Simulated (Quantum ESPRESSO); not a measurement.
InPd:

```
In Pd
1.0
     3.27188    0.00000    0.00000
     0.00000    3.27188    0.00000
     0.00000    0.00000    3.27188
In Pd
1 1
Direct
  0.00308 0.00166 0.00606
  0.49692 0.49834 0.49394
```

The cell comes from a database or a generator and needn't be the stable form of this composition.

Base run:

```yaml
Program: Quantum ESPRESSO 7.5
Functional: PBE
Potentials_or_basis: SSSP 1.3 efficiency PBE
Cutoff: 816 eV
Density_cutoff: 5987 eV
k_mesh: 8 × 8 × 8
Occupations: fermi-dirac, width 0.05 eV
Spin: no spin polarisation
```

Its results: band gap on the k mesh none (metal or under the smearing width); pressure 3.6 GPa; largest force 0.194 eV/Å.

**Question.** The run is repeated on the same cell with these changes: functional from PBE to vdW-DF-cx; occupations from fermi-dirac, width 0.05 eV to methfessel-paxton, width 0.2 eV. What comes out?

**Answer.** Band gap on the k mesh none (metal or under the smearing width); pressure -2.4 GPa; largest force 0.181 eV/Å.

Caveats: the potentials were made for another functional, which shifts forces and pressure (some runs).
